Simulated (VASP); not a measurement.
# Ge under changes of volume

One of the cells (18.618 Å³/atom); the others are scaled copies at fixed shape and fractional positions:

```
Ge
1.0
     1.49791   -2.61187    0.00000
     1.49791    2.61187    0.00000
     0.00000    0.00000    4.75891
Ge
2
Direct
  0.33345 0.66655 0.25000
  0.66655 0.33345 0.75000
```

This isn't the form of Ge at room conditions, which is diamond.

- Program: VASP 6.6.1
- Functional: PBEsol
- Potentials or basis: VASP PAW PBE potentials, release 64 (Ge_d)
- Cutoff: 520 eV
- k mesh: 10 × 10 × 6
- Occupations: fermi-dirac, width 0.05 eV
- Spin: no spin polarisation

| volume (Å³/atom) | energy over the lowest point (meV/atom) | pressure (GPa) | largest force (eV/Å) |
| --- | --- | --- | --- |
| 17.158 | 22.11 | 6.1 | 0.003 |
| 17.523 | 10.30 | 4.1 | 0.002 |
| 17.888 | 2.97 | 2.2 | 0.001 |
| 18.618 | 0.00 | -1.0 | 0.000 |
| 18.984 | 3.59 | -2.3 | 0.001 |
| 19.349 | ? | ? | ? |

Task: What does the run at 19.349 Å³/atom give?

Result: Energy over the lowest point 10.13 meV/atom; pressure -3.5 GPa; largest force 0.001 eV/Å.

Worked out: A Birch-Murnaghan fit of order 3 (a polynomial in V^(-2/3)) to the other rows has its minimum at 18.40 Å³/atom with B0 = V·E''(V) = 77 GPa and B' = 4.4 at fixed shape and positions, which overstates the stiffness. It gives 10.10 meV/atom at 19.349 Å³/atom, against the run's 10.13, and -dE/dV = -3.5 GPa, against -3.5.

Energies are extrapolated to zero smearing.

Caveats: the PAW data sets were made with another functional, which shifts forces and pressure a little.
